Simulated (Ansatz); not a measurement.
Te2Mo, a slab with vacuum:

```
Te Mo
1.0
     3.56023    0.00000    0.00000
    -1.78012    3.08325    0.00000
     0.00000    0.00000   17.52406
Te Mo
2 1
Direct
  0.33333 0.66667 0.10214
  0.33333 0.66667 0.89786
  0.00000 0.00000 0.00000
```

Base run:

```yaml
Program: Ansatz 0.2.0
Functional: r2SCAN
Potentials_or_basis: Ansatz PAW
Cutoff: 500 eV
Density_cutoff: 2000 eV
k_mesh: 9 × 9 × 2
Occupations: fermi-dirac, width 0.05 eV
Spin: no spin polarisation
```

Its results: band gap on the k mesh 1.12 eV, direct; largest force 0.007 eV/Å.

**Question.** The run is repeated on the same cell with these changes: functional from r2SCAN to PBEsol; cutoff from 500 eV to 420 eV; density cutoff from 2000 eV to 1680 eV. What comes out?

**Answer.** Band gap on the k mesh 1.05 eV, direct; largest force 0.175 eV/Å.

Caveats: spin-orbit coupling is left out, which moves the levels of the heavy elements; the PAW data sets come from PBE, with cores solved anew for the run's functional, which leaves a small shift of forces and pressure.

Not every run made on this cell is shown here.
